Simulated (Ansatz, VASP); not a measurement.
Cu: VASP beside Ansatz

File INCAR:

```
SYSTEM = Cu
PREC     = Accurate       ! precision mode
ENCUT    = 520            ! plane-wave cutoff, eV
EDIFF    = 1E-7           ! SCF threshold, eV
ISMEAR   = -1             ! smearing method
SIGMA    = 0.08           ! smearing width, eV
LREAL    = .False.        ! projectors in reciprocal space
LASPH    = .True.         ! aspherical terms in the spheres
NELM     = 80             ! most SCF steps
ALGO     = Normal         ! electronic algorithm
ISIF     = 2              ! what is computed and relaxed
LWAVE    = .False.        ! write WAVECAR
LCHARG   = .False.        ! write CHGCAR
GGA      = PS             ! functional
NBANDS   = 12             ! bands
```

KPOINTS

```
Automatic mesh
0
Gamma
  19 19 19
  0 0 0
```

File POSCAR:

```
Cu
1.0
    0.0000000000      1.8436500000      1.8075000000
    1.8436500000      0.0000000000      1.8075000000
    1.8436500000      1.8436500000      0.0000000000
Cu
1
Direct
    0.0000000000      0.0000000000      0.0000000000
```

Input for Ansatz:

```yaml
crystal:
  lattice:
    - [0.0, 1.84365, 1.8075]
    - [1.84365, 0.0, 1.8075]
    - [1.84365, 1.84365, 0.0]
  atoms:
    - { symbol: Cu, position: [0.0, 0.0, 0.0] }
kpoints:
  mp_grid: { grid: [19, 19, 19] }
  band_path:
    path:
      - [0.0, 0.0, 0.0]
      - [0.0, 0.5, 0.5]
      - [0.25, 0.75, 0.5]
      - [0.0, 0.5, 0.0]
      - [0.0, 0.0, 0.0]
      - [0.5, 0.5, 0.0]
      - [0.38005, 0.61995, 0.0]
      - [-0.38005, 0.38005, 0.0]
      - [0.0, 0.0, 0.0]
    npoints: 5
scf:
  occupations: { method: fermi_dirac, width: 0.08 }
hamiltonian:
  xc: pbesol
  pseudopotentials: { kind: all_electron, lapw: { basis_error: 0.00025 } }
output:
  forces: true
  stress: true
  eigenvalues: true
```

Change from the starting cell: equal xx and yy strain of +2 %.

Alike in both runs: task single point; functional PBEsol; k mesh 19 × 19 × 19; occupations fermi-dirac, width 0.08 eV; no spin polarisation.

|  | VASP | Ansatz |
| --- | --- | --- |
| version | VASP 6.6.1 | Ansatz 0.2.0 |
| potentials or method | VASP PAW PBE potentials, release 64 (Cu) | all-electron LAPW, scalar-relativistic |
| plane-wave cutoff (eV) | 520 | see its input |

```tsv
	VASP	Ansatz	Ansatz less VASP
pressure (GPa)	-10.6	-11.3	-0.67
largest component of the traceless stress (GPa)	0.46	0.47	+0.007
```

Ansatz ran all-electron here, so the differences hold the error of VASP's frozen core and of both bases.

Caveats: the PAW data sets were made with another functional, which shifts forces and pressure a little (VASP).
